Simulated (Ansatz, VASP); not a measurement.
Pt: VASP beside Ansatz

Contents of INCAR:

```
SYSTEM = Pt
  PREC = Accurate
  ENCUT = 520
  EDIFF = 1E-6
  ISMEAR = -1
  SIGMA = 0.05
  LREAL = .FALSE.
  LASPH = .TRUE.
  NELM = 150
  ALGO = Normal
  ISIF = 2
  LWAVE = .FALSE.
  LCHARG = .TRUE.
  ISPIN = 2
  MAGMOM = 1 1
  LORBIT = 11
  LMAXMIX = 4
  GGA = PE
  LELF = .TRUE.
  LVHAR = .TRUE.
  NBANDS = 21
```

KPOINTS

```
regular mesh
0
G
  21 21 11
  0 0 0
```

POSCAR

```
Pt
1.0
    2.7597961734      0.0000000000      0.0000000000
   -1.3798980867      2.3900535954      0.0000000000
    0.0000000000      0.0000000000      4.7765533806
Pt
2
Direct
    0.3333333333      0.6666666667      0.2500000000
    0.6666666667      0.3333333333      0.7500000000
```

Input for Ansatz:

```yaml
crystal:
  lattice:
    - [2.7597961734, 0.0, 0.0]
    - [-1.3798980867, 2.3900535954, 0.0]
    - [0.0, 0.0, 4.7765533806]
  atoms:
    - { symbol: Pt, position: [0.3333333333, 0.6666666667, 0.25], spin: 1.0 }
    - { symbol: Pt, position: [0.6666666667, 0.3333333333, 0.75], spin: 1.0 }
hamiltonian:
  xc: pbe
  pseudopotentials:
    kind: paw
    azcp:
      Pt: "pseudopotentials/Pt.paw.azcp"
basis:
  ecutwfc: 420
  fft_grid_basis: typed
kpoints:
  mp_grid: { grid: [21, 21, 11], shift: [0, 0, 0] }
magnetization:
  spin_polarized: true
scf:
  occupations: { method: fermi_dirac, width: 0.05 }
output:
  write_density: true
  write_potential: true
  elf: true
  volumetric_format: npy
```

This isn't the form of Pt at room conditions, which is fcc.

Alike in both runs: task single point; functional PBE; k mesh 21 × 21 × 11; occupations fermi-dirac, width 0.05 eV; collinear spin.

|  | VASP | Ansatz |
| --- | --- | --- |
| version | VASP 6.6.1 | Ansatz 0.2.0 |
| potentials or method | VASP PAW PBE potentials, release 64 (Pt) | plane waves (420 eV) with PAW, scalar-relativistic |
| plane-wave cutoff (eV) | 520 | 420 |
| valence electrons in the cell | 20 | 36 |

|  | VASP | Ansatz | Ansatz less VASP |
| --- | --- | --- | --- |
| net moment per atom (μB) | 0.00 | 0.00 | 0.000 |

The two sets of potentials don't hold the same shells in valence. Ansatz warned: «seeded_moment_not_kept».

Spin-orbit coupling is left out, which matters for the levels of Pt.
